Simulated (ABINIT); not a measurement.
# InP (F-43m): G0W0 with ABINIT, start to end, part 2 of 3

Wanted: ground state, empty states, screening and self-energy for InP (F-43m).

ABINIT 10.8.3; LDA and many-body steps on it, plane waves. Known limits of the many-body steps: not at the basis limit; screening runs away on this mesh; no spin-orbit coupling; coarse k mesh.

So far. Step 2 (Ground state): The gap is direct, at Γ.

**3. Bands along the symmetry lines**

Level of this step: DFT, LDA, plane waves, norm-conserving pseudopotentials (ABINIT).

Levels along a band path, at the cheap level, show where the edges lie and whether the meshes to come will hold them.

run.abi

```
acell 3*1.0 Angstrom
rprim 
  -0.000000000000 2.934350000000 2.934350000000
  2.934350000000 -0.000000000000 2.934350000000
  2.934350000000 2.934350000000 -0.000000000000
ntypat 2
znucl 49 15
natom 2
typat 1 2
xred 
  0.000000000000 0.000000000000 0.000000000000
  0.250000000000 0.250000000000 0.250000000000
pp_dirpath "pseudos"
pseudos "In.upf, P.upf"
ecut 33
iscf -2
irdden 1
kptopt 0
nkpt 50
kpt 
  0.00000000 0.00000000 0.00000000
  -0.06250000 -0.06250000 0.00000000
  -0.12500000 -0.12500000 0.00000000
  -0.18750000 -0.18750000 0.00000000
  -0.25000000 -0.25000000 0.00000000
  -0.31250000 -0.31250000 0.00000000
  -0.37500000 -0.37500000 0.00000000
  -0.43750000 -0.43750000 0.00000000
  -0.50000000 -0.50000000 0.00000000
  -0.48437500 -0.48437500 0.03125000
  -0.46875000 -0.46875000 0.06250000
  -0.45312500 -0.45312500 0.09375000
  -0.43750000 -0.43750000 0.12500000
  -0.42187500 -0.42187500 0.15625000
  -0.40625000 -0.40625000 0.18750000
  -0.39062500 -0.39062500 0.21875000
  -0.37500000 -0.37500000 0.25000000
  -0.37500000 0.00000000 0.37500000
  -0.32812500 0.00000000 0.32812500
  -0.28125000 0.00000000 0.28125000
  -0.23437500 0.00000000 0.23437500
  -0.18750000 0.00000000 0.18750000
  -0.14062500 0.00000000 0.14062500
  -0.09375000 0.00000000 0.09375000
  -0.04687500 0.00000000 0.04687500
  0.00000000 0.00000000 0.00000000
  0.00000000 0.00000000 0.06250000
  0.00000000 0.00000000 0.12500000
  0.00000000 0.00000000 0.18750000
  0.00000000 0.00000000 0.25000000
  0.00000000 0.00000000 0.31250000
  0.00000000 0.00000000 0.37500000
  0.00000000 0.00000000 0.43750000
  -0.00000000 -0.00000000 0.50000000
  -0.06250000 -0.03125000 0.46875000
  -0.12500000 -0.06250000 0.43750000
  -0.18750000 -0.09375000 0.40625000
  -0.25000000 -0.12500000 0.37500000
  -0.31250000 -0.15625000 0.34375000
  -0.37500000 -0.18750000 0.31250000
  -0.43750000 -0.21875000 0.28125000
  -0.50000000 -0.25000000 0.25000000
  -0.50000000 -0.28125000 0.21875000
  -0.50000000 -0.31250000 0.18750000
  -0.50000000 -0.34375000 0.15625000
  -0.50000000 -0.37500000 0.12500000
  -0.50000000 -0.40625000 0.09375000
  -0.50000000 -0.43750000 0.06250000
  -0.50000000 -0.46875000 0.03125000
  -0.50000000 -0.50000000 0.00000000
istwfk *1
nband 23
nbdbuf 5
tolwfr 1e-07
nstep 50
prtwf 0
prtvol 0
indata_prefix "in"
outdata_prefix "out"
tmpdata_prefix "tmp"
```

The run is started by

```sh
$ OMP_NUM_THREADS=1 mpirun -n 4 abinit run.abi > log
```

Numbers of over 12 decimals in the logs are rounded to 6 here.

What it wrote:

```text
.Version 10.8.3 of ABINIT. v10.8.2 released Aug 2026.

 Symmetries : space group F-4 3 m (#216); Bravais cF (face-center cubic)
[... echo of the input left out ...]
== DATASET  1 ==================================================================
-   mpi_nproc: 4, omp_nthreads: 1 (-1 if OMP is not activated)

--- !DatasetInfo
iteration_state: {dtset: 1, }
dimensions: {natom: 2, nkpt: 50, mband: 23, nsppol: 1, nspinor: 1, nspden: 1, mpw: 3119, }
cutoff_energies: {ecut:  33.0, pawecutdg:  -1.0, }
electrons: {nelect:   2.60000000E+01, charge:   0.00000000E+00, occopt:   1.00000000E+00, tsmear:   1.00000000E-02, }

 Real(R)+Recip(G) space primitive vectors, cartesian coordinates (Bohr,Bohr^-1):
 R(1)=  0.0000000  5.5451179  5.5451179  G(1)= -0.0901694  0.0901694  0.0901694
 R(2)=  5.5451179  0.0000000  5.5451179  G(2)=  0.0901694 -0.0901694  0.0901694
 R(3)=  5.5451179  5.5451179  0.0000000  G(3)=  0.0901694  0.0901694 -0.0901694
 Unit cell volume ucvol=  3.4100625E+02 bohr^3
 Angles (23,13,12)=  6.00000000E+01  6.00000000E+01  6.00000000E+01 degrees

 getcut: wavevector=  0.0000  0.0000  0.0000  ngfft=  45  45  45
         ecut(hartree)=     33.000   => boxcut(ratio)=   2.16973

--- Pseudopotential description ------------------------------------------------
- In Generated using ONCVPSP code by D. R. Hamann
- 49.00000  21.00000  180309                  znucl, zion, pspdat
12 -1012 2 -1 1894                            pspcod,pspxc,lmax,lloc,mmax
     nproj     2     2     2
  pspatm : epsatm=   33.93291270
         --- l  ekb(1:nproj) -->
             0    8.377455   -0.565121
             1    2.447487   -1.211193
             2   -3.400789   -0.970230
 pspatm: atomic psp has been read  and splines computed

- P Generated using ONCVPSP code by D. R. Hamann
- 15.00000   5.00000  180309                  znucl, zion, pspdat
12 -1012 2 -1 1298                            pspcod,pspxc,lmax,lloc,mmax
     nproj     2     2     2
  pspatm : epsatm=    7.03163270
         --- l  ekb(1:nproj) -->
[...]
pspatm: atomic psp has been read  and splines computed

--------------------------------------------------------------------------------

================================================================================
 prteigrs : about to open file out_EIG
 Non-SCF case, kpt    1 (  0.00000  0.00000  0.00000), residuals and eigenvalues=
  2.35E-08  1.18E-08  1.79E-08  3.75E-08  8.67E-09  2.06E-08  2.33E-08  1.24E-08
  3.36E-08  7.38E-08  2.26E-08  7.18E-08  3.84E-08  7.54E-08  2.91E-08  5.06E-08
  9.49E-08  6.78E-08  5.74E-08  7.36E-08  2.28E-08  3.93E-08  7.71E-08
 -4.0422E+00 -2.5203E+00 -2.5203E+00 -2.5203E+00 -3.4687E-01 -3.4687E-01
 -3.4687E-01 -3.4129E-01 -3.4129E-01 -2.4972E-01  1.7407E-01  1.7407E-01
  1.7407E-01  1.9088E-01  3.1951E-01  3.1951E-01  3.1951E-01  4.7741E-01
  5.1983E-01  5.1983E-01  5.7964E-01  5.7964E-01  5.7964E-01
[...]
5.2223E-01  5.2520E-01  5.9899E-01  5.9899E-01  6.1171E-01
[...]
Non-SCF case, kpt   49 ( -0.50000 -0.46875  0.03125), residuals and eigenvalues=
[...]
5.7266E-01  6.0409E-01  6.0499E-01  6.6642E-01  7.5527E-01
 Non-SCF case, kpt   50 ( -0.50000 -0.50000  0.00000), residuals and eigenvalues=
[...]
-3.4299E-01 -3.4299E-01 -3.3992E-01 -1.6131E-01 -4.1291E-02  8.7883E-02
  8.7883E-02  2.3298E-01  2.5184E-01  5.0388E-01  5.1904E-01  5.1904E-01
  5.7053E-01  6.0432E-01  6.0432E-01  6.6074E-01  7.5975E-01

--- !ResultsGS
iteration_state: {dtset: 1, }
comment   : Summary of ground state results
lattice_vectors:
- [ -0.0000000,   5.5451179,   5.5451179, ]
- [  5.5451179,  -0.0000000,   5.5451179, ]
- [  5.5451179,   5.5451179,  -0.0000000, ]
lattice_lengths: [   7.84198,    7.84198,    7.84198, ]
lattice_angles: [ 60.000,  60.000,  60.000, ] # degrees, (23, 13, 12)
lattice_volume:   3.4100625E+02
convergence: {deltae:  0.000E+00, res2:  0.000E+00, residm:  9.962E-08, diffor:  0.000E+00, }
etotal    :  -2.06318175E+02
entropy   :   0.00000000E+00
fermie    :   1.74074826E-01
cartesian_stress_tensor: null
pressure_GPa: null
xred      :
- [  0.0000E+00,   0.0000E+00,   0.0000E+00, In]
- [  2.5000E-01,   2.5000E-01,   2.5000E-01,  P]
cartesian_forces: null
force_length_stats: {min: null, max: null, mean: null, }

 Integrated electronic density in atomic spheres:
 ------------------------------------------------
 Atom  Sphere_radius  Integrated_density
[...]
================================================================================

 ----iterations are completed or convergence reached----

 Mean square residual over all n,k,spin=   42.499E-09; max=  99.620E-09
 reduced coordinates (array xred) for    2 atoms
       0.000000000000      0.000000000000      0.000000000000
       0.250000000000      0.250000000000      0.250000000000

 cartesian coordinates (angstrom) at end:
    1      0.000000     0.000000     0.000000
    2      1.467175     1.467175     1.467175
 length scales=  1.889726125908  1.889726125908  1.889726125908 bohr
              =  1.000000000000  1.000000000000  1.000000000000 angstroms
 prteigrs : about to open file out_EIG
 Eigenvalues (hartree) for nkpt=  50  k points:
 kpt#   1, nband= 23, wtk=  1.00000, kpt=  0.0000  0.0000  0.0000 (reduced coord)
[...]
kpt#   2, nband= 23, wtk=  1.00000, kpt= -0.0625 -0.0625  0.0000 (reduced coord)
[...]
kpt#   3, nband= 23, wtk=  1.00000, kpt= -0.1250 -0.1250  0.0000 (reduced coord)
[...]
kpt#  49, nband= 23, wtk=  1.00000, kpt= -0.5000 -0.4687  0.0313 (reduced coord)
[...]
0.51205    0.52243    0.57266    0.60409    0.60499    0.66642    0.75527
 kpt#  50, nband= 23, wtk=  1.00000, kpt= -0.5000 -0.5000  0.0000 (reduced coord)
  -4.04214   -2.52030   -2.52030   -2.52030   -0.35350   -0.34310   -0.34299   -0.34299
  -0.33992   -0.16131   -0.04129    0.08788    0.08788    0.23298    0.25184    0.50388
   0.51904    0.51904    0.57053    0.60432    0.60432    0.66074    0.75975

== END DATASET(S) ==============================================================
================================================================================

 -outvars: echo values of variables after computation  --------
            nband          23
             nkpt          50
          spgroup         216
 [... the other variables as echoed above ...]

 Calculation completed.
```

Elapsed: 14 s, on 4 MPI ranks of Arm Neoverse V2, shared host; peak memory 0.31 GiB; 56 s of CPU time.

This step gave:

```
gap                        : 0.4574 eV
k of the valence top       : 0, 0, 0
k of the conduction bottom : 0, 0, 0
least direct gap           : 0.4574 eV
```

The gap is 0.457 eV, as in the run before at this level.

Electronic bands along the path, in eV, zero at the top of the highest filled band:

```
    point  band 10  band 11  band 12  band 13  band 14  band 15  band 16  band 17
        Γ   -11.53     0.00     0.00     0.00     0.46     3.96     3.96     3.96
  halfway   -10.63    -3.43    -1.43    -1.43     2.32     2.97     6.25     6.25
        X    -9.13    -5.86    -2.35    -2.35     1.60     2.12     8.97     9.39
  halfway    -9.11    -5.82    -2.78    -2.25     1.88     2.73     8.20     8.57
        U    -9.14    -5.72    -3.35    -1.96     2.20     4.26     7.37     7.40
jump to K    -9.14    -5.72    -3.35    -1.96     2.20     4.26     7.37     7.40
  halfway   -10.54    -3.88    -2.05    -0.58     2.66     4.53     4.87     5.08
        Γ   -11.53     0.00     0.00     0.00     0.46     3.96     3.96     3.96
  halfway   -10.85    -3.52    -0.57    -0.57     1.60     4.67     4.67     5.16
        L    -9.79    -5.82    -0.98    -0.98     1.30     4.70     4.70     6.90
  halfway    -9.47    -5.64    -2.74    -1.66     3.02     4.05     5.76     7.07
        W    -9.05    -5.71    -2.99    -2.96     4.18     4.25     5.39     6.05
  halfway    -9.09    -5.79    -2.69    -2.68     2.54     2.96     7.51     7.57
        X    -9.13    -5.86    -2.35    -2.35     1.60     2.12     8.97     9.39
```

The electronic bands as a text plot (rows in eV, shown from -8.0 to 6.5 only):

```
    6.2 |     ++            ++               ++          ++++
    5.6 |    +                ++                     +++++++
    5.0 |  ++              ++++++++++       +++++++++
    4.3 | +               +     ++++++   +++      ++++++++++
    3.7 |++              +         ++++++               ++ ++
    3.1 |  ++ ++        +     ++                      ++     +
    2.5 |    ++++++   ++   +++  +++                  +       +++
    1.9 |  ++   +++++++++++        ++               +         +++
    1.3 | +        +++               +   +++++++++++
    0.7 |+                            +++
    0.1 |**                        ******
   -0.5 | ***                   ******  *******
   -1.1 |    *              **** **  *         *******
   -1.7 |  ** ****        **       **    **         * *
   -2.3 |    *    ********      *                    * **     ***
   -2.9 |              **   **** **        *          ** *****
   -3.5 |     **         ***                *           *
   -4.1 |       **              *            **
   -4.7 |                     **
   -5.3 |         *        ***                 *
   -5.9 |          ********                     *****************
   -6.5 |
   -7.1 |
   -7.7 |
         Γ           X  U|K            Γ         L        W     X
```

**4. Empty states on the mesh, 4×4×4 mesh, 195 bands**

The sums over transitions need many empty states on a uniform mesh; this step solves for them.

run.abi

```
acell 3*1.0 Angstrom
rprim 
  -0.000000000000 2.934350000000 2.934350000000
  2.934350000000 -0.000000000000 2.934350000000
  2.934350000000 2.934350000000 -0.000000000000
ntypat 2
znucl 49 15
natom 2
typat 1 2
xred 
  0.000000000000 0.000000000000 0.000000000000
  0.250000000000 0.250000000000 0.250000000000
pp_dirpath "pseudos"
pseudos "In.upf, P.upf"
ecut 33
ngkpt 4 4 4
nshiftk 1
shiftk 0 0 0
kptopt 1
chksymbreak 0
irdden 1
istwfk *1
nband 195
prtvol 0
optdriver 6
gwr_task "HDIAGO"
paral_kgb 0
occopt 1
indata_prefix "in"
outdata_prefix "out"
tmpdata_prefix "tmp"
```

What it wrote:

```text
[banner, memory and clock lines left out]
.Version 10.8.3 of ABINIT. v10.8.2 released Aug 2026.

 Symmetries : space group F-4 3 m (#216); Bravais cF (face-center cubic)
[... echo of the input left out ...]
== DATASET  1 ==================================================================
-   mpi_nproc: 4, omp_nthreads: 1 (-1 if OMP is not activated)

--- !DatasetInfo
iteration_state: {dtset: 1, }
dimensions: {natom: 2, nkpt: 8, mband: 195, nsppol: 1, nspinor: 1, nspden: 1, mpw: 3119, }
cutoff_energies: {ecut:  33.0, pawecutdg:  -1.0, }
electrons: {nelect:   2.60000000E+01, charge:   0.00000000E+00, occopt:   1.00000000E+00, tsmear:   1.00000000E-02, }

.Using double precision arithmetic; gwpc =  8

- Reading GS density from: in_DEN

--- Pseudopotential description ------------------------------------------------
- In Generated using ONCVPSP code by D. R. Hamann
- 49.00000  21.00000  180309                  znucl, zion, pspdat
12 -1012 2 -1 1894                            pspcod,pspxc,lmax,lloc,mmax
     nproj     2     2     2
  pspatm : epsatm=   33.93291270
         --- l  ekb(1:nproj) -->
             0    8.377455   -0.565121
             1    2.447487   -1.211193
             2   -3.400789   -0.970230
 pspatm: atomic psp has been read  and splines computed

- P Generated using ONCVPSP code by D. R. Hamann
- 15.00000   5.00000  180309                  znucl, zion, pspdat
12 -1012 2 -1 1298                            pspcod,pspxc,lmax,lloc,mmax
     nproj     2     2     2
  pspatm : epsatm=    7.03163270
         --- l  ekb(1:nproj) -->
             0    6.795192    1.078292
             1    3.452929    0.907117
             2   -3.024864   -0.802189
 pspatm: atomic psp has been read  and splines computed

   1.06507818E+03                                ecore*ucvol(ha*bohr**3)

 Total charge density [el/Bohr^3]
)     Maximum=    2.8149E+00  at reduced coord.    0.0222    0.0667    0.9111
)     Minimum=    2.1013E-03  at reduced coord.    0.5111    0.4889    0.4889
   Integrated=    2.6000E+01

 === KS gaps after direct diagonalization ===
 Direct band gap semiconductor
 Fundamental gap:     0.457 (eV)
   VBM:     4.737 (eV) at k: [ 0.0000E+00,  0.0000E+00,  0.0000E+00]
   CBM:     5.194 (eV) at k: [ 0.0000E+00,  0.0000E+00,  0.0000E+00]
 Direct gap:         0.457 (eV) at k: [ 0.0000E+00,  0.0000E+00,  0.0000E+00]

== END DATASET(S) ==============================================================

 -outvars: echo values of variables after computation  --------
           etotal      0.0000000000E+00
            nband         195
             nkpt           8
          spgroup         216
 [... the other variables as echoed above ...]

 Calculation completed.
```

Wall time 46 s (4 MPI ranks); peak memory 2.3 GiB.

This step gave:

```
gap                                                           : 0.4573 eV
k of the valence top                                          : 0, 0, 0
k of the conduction bottom                                    : 0, 0, 0
least direct gap                                              : 0.4573 eV
k points computed                                             : 8
lowest point of the top converged band, above the valence top : 120.7592 eV
```

On this mesh the gap is 0.457 eV.

**5. Screening, 4×4×4 mesh, 187 bands, screening to 179.6 eV**

The RPA dielectric matrix is built and inverted for each q.

This step: RPA screening on LDA, plane waves, norm-conserving pseudopotentials.

run.abi: that of step 4 with these lines changed.

```diff
@@ -20,10 +20,11 @@
 chksymbreak 0
-irdden 1
 istwfk *1
-nband 195
-prtvol 0
-optdriver 6
-gwr_task "HDIAGO"
-paral_kgb 0
 occopt 1
+irdwfk 1
+optdriver 3
+nband 187
+ecuteps 6.6
+inclvkb 2
+awtr 1
+symchi 1
 indata_prefix "in"
```

What it wrote:

```text
.Version 10.8.3 of ABINIT. v10.8.2 released Aug 2026.

 Symmetries : space group F-4 3 m (#216); Bravais cF (face-center cubic)
[... echo of the input left out ...]
== DATASET  1 ==================================================================
-   mpi_nproc: 4, omp_nthreads: 1 (-1 if OMP is not activated)

--- !DatasetInfo
iteration_state: {dtset: 1, }
dimensions: {natom: 2, nkpt: 8, mband: 187, nsppol: 1, nspinor: 1, nspden: 1, mpw: 3119, }
cutoff_energies: {ecut:  33.0, pawecutdg:  -1.0, }
electrons: {nelect:   2.60000000E+01, charge:   0.00000000E+00, occopt:   1.00000000E+00, tsmear:   1.00000000E-02, }

 SCREENING: Calculation of the susceptibility and dielectric matrices

 Based on a program developped by R.W. Godby, V. Olevano, G. Onida, and L. Reining.
 Incorporated in ABINIT by V. Olevano, G.-M. Rignanese, and M. Torrent.
.Using double precision arithmetic ; gwpc =  8

[... cell and pseudopotentials left out ...]
--------------------------------------------------------------------------------

 ==== K-mesh for the wavefunctions ====
 Number of points in the irreducible wedge :     8
[... list of points left out ...]
 Together with 24 symmetry operations and time-reversal symmetry
 yields    64 points in the full Brillouin Zone.

 ==== Q-mesh for the screening function ====
 Number of points in the irreducible wedge :     8
[... list of points left out ...]
 Together with 24 symmetry operations and time-reversal symmetry
 yields    64 points in the full Brillouin Zone.

 setmesh: FFT mesh size selected  =    30x   30x   30
          total number of points  =        27000

 vcoul_init : cutoff-mode = AUXILIARY_FUNCTION
 q-points for optical limit:   1
     1)      0.000010    0.000020    0.000030

- screening: taking advantage of time-reversal symmetry
- Maximum band index for partially occupied states nbvw = 13
- Remaining bands to be divided among processors   nbcw = 174
- Number of bands treated by each node ~43

 Number of electrons calculated from density =   26.0000; Expected =   26.0000
 average of density, n =  0.076245
 r_s =    1.4630
 omega_plasma =   26.6355 [eV]

 calculating chi0 at frequencies [eV] :
  1    0.000000E+00    0.000000E+00
  2    0.000000E+00    2.663552E+01

--------------------------------------------------------------------------------
  q-point number  1        q = ( 0.000000, 0.000000, 0.000000) [r.l.u.]
--------------------------------------------------------------------------------
[... chi0 elements left out ...]
 For q-point:  0.000010 0.000020 0.000030
  dielectric constant = 125.3440
  dielectric constant without local fields = 133.1441

  Average fulfillment of the sum rule on Im[epsilon] for q-point    1 :     78.15  [%]
[... wings left out ...]
  q-point number  2        q = ( 0.250000, 0.000000, 0.000000) [r.l.u.]
--------------------------------------------------------------------------------
[... chi0 elements left out ...]
  Average fulfillment of the sum rule on Im[epsilon] for q-point    2 :     87.25  [%]

 [... 6 further q-points ...]
```

Elapsed: 58 s, on 4 MPI ranks; peak memory 1.2 GiB; 3.9 min of CPU time.

Numbers from this step:

```yaml
eps_infinity_with_local_fields_on_this_mesh_along_the_program_s_q_direction: 125.3
the_same_without_local_fields: 133.1
plasma_frequency: 26.64 eV
plane_waves_in_the_screening_matrix: 283
```

Local fields lower ε∞ by 6 %. The value itself is an artefact of the mesh, where one narrow direct gap carries too much weight.

[end of part 2 of 3]

[Paths, hosts, dates, memory and timing lines, banners, echoed tables and standing remarks are left out of the program output.]

[Logs are printed without paths, hosts, clocks, repeated set-up lines and the standing remarks that a program may print on its own settings, such as how far it seeks lower states.]

[Runs of the session that timed out or met a known fault of the program may be left out.]

[Hosts, paths, dates, database ids (printed as entryN), source tags and the programs' standing remarks are cut or masked in the printed files.]

[G0W0 gaps are taken among the corrected bands and points alone; a level outside them can change the order at an edge.]

[Where Ansatz stands beside ABINIT at settings called matched, ABINIT's density can come from a denser mesh and the files from another edition; pairs whose starting gaps differed by over 0.03 eV were left out, so agreement reads better than it is.]
